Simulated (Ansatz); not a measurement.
## Compressing Mn: a fit and a missing row

Mn, P6_3/mmc, a = 2.481 Å, c = 4.016 Å. This isn't the element's structure at ambient conditions. Ansatz: PBE, PAW, 420 eV, Γ-centred 21×21×10 mesh on 2 atoms, Gaussian smearing 0.10 eV; no spin polarisation. Shape and atoms are relaxed at each volume; pressure is positive in compression.

| V (Å³/atom) | P (GPa) |
| --- | --- |
| 9.421 | ? |
| 9.742 | 32.58 |
| 10.063 | 19.94 |
| 10.384 | 9.17 |
| 10.705 | 0.01 |
| 11.026 | -7.78 |
| 11.347 | -14.41 |
| 11.776 | -21.71 |

Q: Take V0 = 10.705 Å³/atom, count pressures from its P0 = 0.01 GPa, fit the third-order Birch–Murnaghan form to the other rows, and predict the missing pressure.

A: With the Eulerian strain f = ½[(V0/V)^(2/3) − 1] and y = (P − P0)/[3f(1 + 2f)^(5/2)], the form is the line y = B0 + 1.5 B0 (B0′ − 4) f. Rows (f, y): 0.03243, 286.1; 0.02105, 284.7; 0.01025, 283.2; -0.00975, 279.8; -0.01904, 278.2; -0.03080, 275.6. Means f = 0.0006900, y = 281.27; Σ(Δf)² = 0.003003, ΣΔfΔy = 0.4961; the slope is their ratio. y = 281.2 + 165.2 f GPa, so B0 = 281.2 GPa and B0′ = 4 + 2 × (165.2)/(3 × 281.2) = 4.39. At V = 9.421, f = 0.04446, y = 288.54 and P = 47.63 GPa. The run gave 47.46 GPa, so the fit is 0.17 GPa too high, a small miss on the scale of the series.

Spin polarisation was left out, and a magnetic state may lie lower.